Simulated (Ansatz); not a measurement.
**CuAu in Ansatz: the effect of target pressure**

CuAu:

```xyz
2
Lattice="2.8107 0.0000 0.0000 0.0000 2.8107 0.0000 0.0000 0.0000 3.6850" Properties=species:S:1:pos:R:3 pbc="T T T"
Au    0.0000    0.0000    0.0000
Cu    1.4054    1.4054    1.8425
```

Alike in all runs:

* Program: Ansatz 0.2.0
* Task: relaxation of cell and atoms
* Functional: PBEsol
* Potentials or basis: all-electron LAPW, scalar-relativistic
* Basis error allowed: 0.001 eV/atom
* k mesh: 9 × 9 × 7
* Occupations: fermi-dirac, width 0.05 eV
* Spin: no spin polarisation

Each run relaxes the cell or the atoms first.

**Question.** One run gave: relaxed volume 13.82 Å³/atom. Which target pressure did it use?
A. 10 GPa
B. 5 GPa
C. 0 GPa
D. 20 GPa
E. 30 GPa

**Answer.** B.

| target pressure | relaxed volume (Å³/atom) |
| --- | --- |
| 0 GPa | 14.20 |
| 5 GPa | 13.82 |
| 10 GPa | 13.50 |
| 20 GPa | 12.97 |
| 30 GPa | 12.54 |
